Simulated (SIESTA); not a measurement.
Ag:

```
Ag
1.0
     0.00000    2.04275    2.04275
     2.04275    0.00000    2.04275
     2.04275    2.04275    0.00000
Ag
1
Direct
  0.00000 0.00000 0.00000
```

Base run:

| Quantity | Value |
| --- | --- |
| Program | SIESTA 5.4.2 |
| Functional | PBEGcGxLO |
| Potentials or basis | PseudoDojo 0.4 standard (PBE files) |
| Basis | DZP (energy shift 0.002 Ry) |
| Grid cutoff | 800 Ry |
| Energy shift | 0.002 Ry |
| k mesh | 11 × 11 × 11 |
| Occupations | fermi-dirac, width 0.05 eV |
| Spin | no spin polarisation |

Its results: band gap on the k mesh none (metal or under the smearing width); pressure -3.2 GPa.

After a change of settings the same cell gave: band gap on the k mesh none (metal or under the smearing width); pressure 5.5 GPa. Which change was it?
A. functional from PBEGcGxLO to LDA-PZ; potentials or basis from PseudoDojo 0.4 standard (PBE files) to PseudoDojo 0.4 standard (LDA files)
B. functional from PBEGcGxLO to BP86
C. functional from PBEGcGxLO to RPBE
D. functional from PBEGcGxLO to OLYP

B.

Caveats: semicore shells carry a single zeta, which can move pressures by several GPa and volumes by a few percent; the potentials were made for another functional, which shifts forces and pressure; the basis of atomic orbitals isn't converged, which shifts pressures, moduli and gaps.

Runs at the PBE level aren't shown here.
